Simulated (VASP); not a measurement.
Input of a VASP 6.6.1 run:

The input INCAR:

```
PREC     = Accurate       # precision mode
ENCUT    = 520            # plane-wave cutoff, eV
EDIFF    = 1E-6           # SCF threshold, eV
ISMEAR   = 0              # smearing method
SIGMA    = 0.1            # smearing width, eV
LREAL    = F              # projectors in reciprocal space
LASPH    = T              # aspherical terms in the spheres
NELM     = 60             # most SCF steps
ALGO     = Normal         # electronic algorithm
ISIF     = 2              # what is computed and relaxed
LWAVE    = F              # write WAVECAR
LCHARG   = F              # write CHGCAR
NBANDS   = 11             # bands
```

File KPOINTS:

```
Automatic mesh
0
Gamma
  6 6 6
```

Contents of POSCAR:

```
Si
1.0
    0.0000000000      2.7154700000      2.7154700000
    2.7154700000      0.0000000000      2.7154700000
    2.7154700000      2.7154700000      0.0000000000
Si
2
Direct
    0.5000000000      0.5000000000      0.5000000000
    0.7500000000      0.7500000000      0.7500000000
```

Potentials or basis: VASP PAW LDA potentials, release 64 (Si).

Launch:

```bash
$ cat potpaw_LDA.64/Si/POTCAR > POTCAR
$ mpirun -np 1 vasp_std > vasp.out
```

**Question.** Predict the pressure.

**Answer.** -1.4 GPa.

**Question.** Estimate the band gap on the k mesh.

**Answer.** 0.60 eV, indirect (least direct gap 2.52 eV).

A k mesh can miss the band edges. A hybrid or GW would open this gap; LDA tends to underestimate it.
